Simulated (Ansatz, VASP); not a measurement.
# TaN: VASP beside Ansatz

INCAR

```
ALGO     = Normal         # electronic algorithm
EDIFF    = 1E-6           # SCF threshold, eV
ENCUT    = 520            # plane-wave cutoff, eV
ISIF     = 2              # what is computed and relaxed
ISMEAR   = 0              # smearing method
LASPH    = True           # aspherical terms in the spheres
LCHARG   = False          # write CHGCAR
LREAL    = False          # projectors in reciprocal space
LWAVE    = False          # write WAVECAR
NBANDS   = 15             # bands
NELM     = 80             # most SCF steps
PREC     = Accurate       # precision mode
SIGMA    = 0.15           # smearing width, eV
```

File KPOINTS:

```
k-points
0
Gamma
  18 18 18
```

Contents of POSCAR:

```
TaN
1.0
    0.0000000000      2.2101387059      2.2101387059
    2.2101387059      0.0000000000      2.2101387059
    2.2101387059      2.2101387059      0.0000000000
Ta N
1 1
Direct
    0.4978278253      0.5021721747      0.5021721747
    0.0280609990     -0.0280609990     -0.0280609990
```

Input for Ansatz:

```yaml
crystal:
  lattice:
    - [0.0, 2.2101387059, 2.2101387059]
    - [2.2101387059, 0.0, 2.2101387059]
    - [2.2101387059, 2.2101387059, 0.0]
  atoms:
    - { symbol: Ta, position: [0.4978278253, 0.5021721747, 0.5021721747] }
    - { symbol: "N", position: [0.028060999, -0.028060999, -0.028060999] }
basis:
  ecutwfc: 520.0
kpoints:
  mp_grid: { grid: [18, 18, 18] }
hamiltonian:
  xc: lda
  pseudopotentials: { kind: paw, azcp: { folder: soft_1 } }
scf:
  occupations: { method: gaussian, width: 0.15 }
output:
  forces: true
  stress: true
  eigenvalues: true
```

Change from the starting cell: mode 4 frozen in at -0.122 Å, equal normal strain along x, y and z +0.0167.

Alike in both runs: task single point; functional LDA; k mesh 18 × 18 × 18; occupations gaussian, width 0.15 eV; no spin polarisation.

|  | VASP | Ansatz |
| --- | --- | --- |
| version | VASP 6.6.1 | Ansatz 0.2.0 |
| potentials or method | VASP PAW LDA potentials, release 64 (Ta_pv, N) | scalar-relativistic, plane waves, PAW |
| plane-wave cutoff (eV) | 520 | 520 |
| valence electrons in the cell | 16 | 18 |

```csv
,VASP,Ansatz,Ansatz less VASP
gap on the k mesh at the Fermi level (eV),none,none,-
pressure (GPa),-12.0,-13.9,-1.91
largest component of the traceless stress (GPa),5.34,5.25,-0.091
rms of the force components (eV/Å),0.578,0.567,-0.0104
```

Atom by atom the forces differ by 0.010 eV/Å (rms over components). A gap of «none» marks a metal or a gap that the smearing closes. The two sets of potentials don't hold the same shells in valence. Ansatz warned: «pseudo_functional_mismatch».

Caveats: forces of over 1 eV/Å show positions far from the minimum, so gaps and moduli don't describe the material at rest. The runs have no spin-orbit coupling, so splittings on Ta are missing.
